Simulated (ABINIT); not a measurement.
# Beyond one shot: LiBr (Fm-3m), part 3 of 3

Wanted: G0W0 and self-consistent gaps of LiBr (Fm-3m), with the cost of the cycles.

ABINIT 10.8.3; PBE and many-body steps on it, plane waves. Known limits of the many-body steps: not at the basis limit; no spin-orbit coupling; coarse k mesh.

So far. Step 11 (evGW, cycle 1): Against G0W0 in ABINIT (4×4×4 mesh, 225 bands, screening to 228.6 eV, Godby-Needs plasmon pole), the gap moves by +0.838 eV. Step 14 (evGW, cycle 2): Against the cycle before, the gap moves by +0.076 eV.

**15. Screening, 4×4×4 mesh, 225 bands, screening to 228.6 eV**

This step: RPA screening on PBE, plane waves, norm-conserving pseudopotentials.

run.abi reads:

```
acell 3*1.0 Angstrom
rprim 
  0.000000000000 2.750650000000 2.750650000000
  2.750650000000 0.000000000000 2.750650000000
  2.750650000000 2.750650000000 0.000000000000
ntypat 2
znucl 3 35
natom 2
typat 1 2
xred 
  0.000000000000 0.000000000000 0.000000000000
  0.500000000000 0.500000000000 0.500000000000
pp_dirpath "pseudos"
pseudos "Li.upf, Br.upf"
ecut 33
ngkpt 4 4 4
nshiftk 1
shiftk 0 0 0
kptopt 1
chksymbreak 0
istwfk *1
occopt 1
irdwfk 1
optdriver 3
nband 225
ecuteps 8.4
inclvkb 2
awtr 1
symchi 1
gwcalctyp 10
mbpt_sciss 3.286 eV
nqptdm 1
qptdm 
  0 0 0
indata_prefix "in"
outdata_prefix "out"
tmpdata_prefix "tmp"
```

Started as:

```
OMP_NUM_THREADS=1 mpirun -n 4 abinit run.abi > log
```

Output:

```text
.Version 10.8.3 of ABINIT. v10.8.2 released Aug 2026.

 Symmetries : space group Fm -3 m (#225); Bravais cF (face-center cubic)
[... echo of the input left out ...]
== DATASET  1 ==================================================================
-   mpi_nproc: 4, omp_nthreads: 1 (-1 if OMP is not activated)

--- !DatasetInfo
iteration_state: {dtset: 1, }
dimensions: {natom: 2, nkpt: 8, mband: 225, nsppol: 1, nspinor: 1, nspden: 1, mpw: 2637, }
cutoff_energies: {ecut:  33.0, pawecutdg:  -1.0, }
[...]
[... chi0 elements left out ...]
 For q-point:  0.000010 0.000020 0.000030
  dielectric constant =   2.7254
  dielectric constant without local fields =   3.1128

  Average fulfillment of the sum rule on Im[epsilon] for q-point    1 :    104.02  [%]
[... wings left out ...]
== END DATASET(S) ==============================================================
================================================================================

 -outvars: echo values of variables after computation  --------
           etotal      0.0000000000E+00
            nband         225
             nkpt           8
          spgroup         225
 [... the other variables as echoed above ...]

 Calculation completed.
```

It took 5.5 s on 4 MPI ranks of Arm Neoverse V1, shared host; peak memory 0.72 GiB.

Numbers from this step:

- ε∞ with local fields, on this mesh, along the program's q direction: 2.725
- the same without local fields: 3.113
- plasma frequency: 18.20 eV
- plane waves in the screening matrix: 331

This screening uses the functional's bands under a rigid shift, the mean opening of the cycle before.

**16. Screening, 4×4×4 mesh, 225 bands, screening to 228.6 eV**

This step: RPA screening on PBE from quasiparticle energies, plane waves, norm-conserving pseudopotentials.

run.abi, as its differences from that of step 15:

```diff
@@ -29,7 +29,13 @@
 symchi 1
+irdqps 1
 gwcalctyp 10
-mbpt_sciss 3.286 eV
-nqptdm 1
+nqptdm 7
 qptdm 
-  0 0 0
+  0.2500000000 0.0000000000 0.0000000000
+  0.5000000000 0.0000000000 0.0000000000
+  0.2500000000 0.2500000000 0.0000000000
+  0.5000000000 0.2500000000 0.0000000000
+  -0.2500000000 0.2500000000 0.0000000000
+  0.5000000000 0.5000000000 0.0000000000
+  -0.2500000000 0.5000000000 0.2500000000
 indata_prefix "in"
```

mrgscr.stdin reads:

```
2
merged
q0_SCR
out_SCR
1
```

Started as:

```
OMP_NUM_THREADS=1 mpirun -n 4 abinit run.abi > log; mrgscr < mrgscr.stdin
```

Output:

```text
.Version 10.8.3 of ABINIT. v10.8.2 released Aug 2026.

 Symmetries : space group Fm -3 m (#225); Bravais cF (face-center cubic)
[... echo of the input left out ...]
== DATASET  1 ==================================================================
-   mpi_nproc: 4, omp_nthreads: 1 (-1 if OMP is not activated)

--- !DatasetInfo
iteration_state: {dtset: 1, }
dimensions: {natom: 2, nkpt: 8, mband: 225, nsppol: 1, nspinor: 1, nspden: 1, mpw: 2637, }
cutoff_energies: {ecut:  33.0, pawecutdg:  -1.0, }
[...]
q-point number  1        q = ( 0.250000, 0.000000, 0.000000) [r.l.u.]
--------------------------------------------------------------------------------
[... chi0 elements left out ...]
  Average fulfillment of the sum rule on Im[epsilon] for q-point    2 :    119.70  [%]

--------------------------------------------------------------------------------
  q-point number  2        q = ( 0.500000, 0.000000, 0.000000) [r.l.u.]
--------------------------------------------------------------------------------
[... chi0 elements left out ...]
  Average fulfillment of the sum rule on Im[epsilon] for q-point    3 :    112.20  [%]

 [... 5 further q-points ...]
```

Run time: 33 s. Hardware: 4 MPI ranks; peak memory 1.2 GiB.

This step gave:

| Quantity | Value |
| --- | --- |
| plasma frequency | 18.20 eV |
| plane waves in the screening matrix | 331 |

This screening reads the quasiparticle levels of the cycle before.

**17. evGW, cycle 3**

This step: evGW on PBE, plane waves, norm-conserving pseudopotentials.

run.abi, as its differences from that of step 16:

```diff
@@ -23,12 +23,10 @@
 irdwfk 1
-optdriver 3
+optdriver 4
 nband 225
-ecuteps 8.4
-inclvkb 2
-awtr 1
-symchi 1
-irdqps 1
 gwcalctyp 10
-nqptdm 7
-qptdm 
+ecutsigx 33
+symsigma 1
+nkptgw 8
+kptgw 
+  0.0000000000 0.0000000000 0.0000000000
   0.2500000000 0.0000000000 0.0000000000
@@ -40,2 +38,15 @@
   -0.2500000000 0.5000000000 0.2500000000
+bdgw 
+  1 15
+  1 15
+  1 15
+  1 15
+  1 15
+  1 15
+  1 15
+  1 15
+ecuteps 8.4
+irdscr 1
+ppmodel 1
+irdqps 1
 indata_prefix "in"
```

Started as:

```
OMP_NUM_THREADS=1 mpirun -n 4 abinit run.abi > log
```

Output:

```text
.Version 10.8.3 of ABINIT. v10.8.2 released Aug 2026.

 Symmetries : space group Fm -3 m (#225); Bravais cF (face-center cubic)
[... echo of the input left out ...]
== DATASET  1 ==================================================================
-   mpi_nproc: 4, omp_nthreads: 1 (-1 if OMP is not activated)

--- !DatasetInfo
iteration_state: {dtset: 1, }
dimensions: {natom: 2, nkpt: 8, mband: 225, nsppol: 1, nspinor: 1, nspden: 1, mpw: 2637, }
cutoff_energies: {ecut:  33.0, pawecutdg:  -1.0, }
[...]
.  kptgw no:  3; Maximum DeltaE = (  -0.029  -0.039) for band index:  2
[...]
.  kptgw no:  7; Maximum DeltaE = (  -0.016   0.019) for band index:  1
.  kptgw no:  8; Maximum DeltaE = (  -0.020   0.020) for band index:  1

== END DATASET(S) ==============================================================
================================================================================

 -outvars: echo values of variables after computation  --------
           etotal      0.0000000000E+00
            nband         225
             nkpt           8
          spgroup         225
 [... the other variables as echoed above ...]

 Calculation completed.
```

Run time: 11 min. Hardware: 4 MPI ranks; peak memory 1.6 GiB; 46 min of CPU time.

Numbers from this step:

```yaml
quasiparticle_gap_on_the_mesh: 8.039 eV
gap_of_the_density_functional_on_the_mesh: 4.938 eV
k_of_the_valence_top: 0, 0, 0
k_of_the_conduction_bottom: 0, 0, 0
least_direct_quasiparticle_gap_on_the_computed_points: 8.039 eV
```

Against the cycle before, the gap moves by +0.009 eV.

**18. Side by side**

Times are wall times on 4 MPI ranks of Arm Neoverse V1, shared host, good to a factor of about two. A run's time includes the screening step that it read.

```tsv
run	mesh	bands	screening cutoff (eV)	DFT gap (eV)	gap on the mesh (eV)	direct (eV)	ε∞ used	time
G0W0	4×4×4	225	228.6	4.938	7.116	7.116	3.34	56 s
evGW0, cycle 1	4×4×4	225	228.6	4.938	7.612	7.612	3.34	12 min
evGW0, cycle 2	4×4×4	225	228.6	4.938	7.444	7.444	3.34	12 min
evGW0, cycle 3	4×4×4	225	228.6	4.938	7.461	7.461	3.34	12 min
evGW0, cycle 4	4×4×4	225	228.6	4.938	7.456	7.456	3.34	12 min
evGW, cycle 1	4×4×4	225	228.6	4.938	7.954	7.954	2.81	12 min
evGW, cycle 2	4×4×4	225	228.6	4.938	8.030	8.030	2.74	12 min
evGW, cycle 3	4×4×4	225	228.6	4.938	8.039	8.039	2.73	12 min
```

**19. What came out**

```json
{
 "G0W0": "7.116 eV",
 "evGW0, cycle 1": "7.612 eV",
 "evGW0, cycle 2": "7.444 eV",
 "evGW0, cycle 3": "7.461 eV",
 "evGW0, cycle 4": "7.456 eV",
 "evGW, cycle 1": "7.954 eV",
 "evGW, cycle 2": "8.030 eV",
 "evGW, cycle 3": "8.039 eV",
 "known limits": "not at the basis limit; no spin-orbit coupling; coarse k mesh"
}
```

Only the bands that the input lists are updated; the others, empty or deep, keep the functional's energies or take a rigid shift. The evGW loop starts from the last levels of evGW0, so its cycles and time come on top of those. evGW0 ends at 7.46 eV, +0.34 eV from G0W0, after 4 cycles that took 46 min beside the first screening; the last moved the gap by 0.005 eV. evGW ends at 8.04 eV, +0.92 eV from G0W0, after 3 cycles that took 36 min beside the first screening; the last moved the gap by 0.009 eV. The first cycle of evGW0 takes the full correction, without the factor Z, so it overshoots the one-shot value. Bands and cutoff are finite, so the gap is not at the basis limit. The miss can reach some tenths of an eV and take either sign; the mesh is an error of its own. The 4×4×4 mesh is coarse for this cell, which bears on the long-range parts of exchange and screening. In the updated screening the q = 0 part is built from Kohn-Sham bands under a rigid shift, the other q from the quasiparticle levels. The many-body steps are scalar-relativistic: spin-orbit coupling is not in them.

[Paths, hosts, dates, memory and timing lines, banners, echoed tables and standing remarks are left out of the program output.]

[Logs are printed without paths, hosts, clocks, repeated set-up lines and the standing remarks that a program may print on its own settings, such as how far it seeks lower states.]

[Runs of the session that timed out or met a known fault of the program may be left out.]

[Hosts, paths, dates, database ids (printed as entryN), source tags and the programs' standing remarks are cut or masked in the printed files.]

[G0W0 gaps are taken among the corrected bands and points alone; a level outside them can change the order at an edge.]

[Where Ansatz stands beside ABINIT at settings called matched, ABINIT's density can come from a denser mesh and the files from another edition; pairs whose starting gaps differed by over 0.03 eV were left out, so agreement reads better than it is.]
